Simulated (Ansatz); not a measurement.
## Ru, bcc: geometry optimisation

These are results of DFT, PBE, plane waves (420 eV) with PAW, scalar-relativistic in Ansatz, not measurements.

k-point mesh 15×15×15, Fermi-Dirac smearing 0.1 eV, no spin polarisation. Cell and atoms relax.

Starting structure:

```yaml
crystal:
  lattice:
    - [-1.50203, 1.50203, 1.50203]
    - [1.50203, -1.50203, 1.50203]
    - [1.50203, 1.50203, -1.50203]
  atoms:
    - { symbol: Ru, position: [0.00000, 0.00000, 0.00000] }
```

**Question.** The pressure at the start is 15.7 GPa. By how much does the volume change?

**Answer.** From 13.55 to 14.25 Å³ per atom, 5.2 %. The final cell has a = 3.055 Å.

**Question.** How much energy does the relaxation gain?

**Answer.** 32.6 meV per atom.
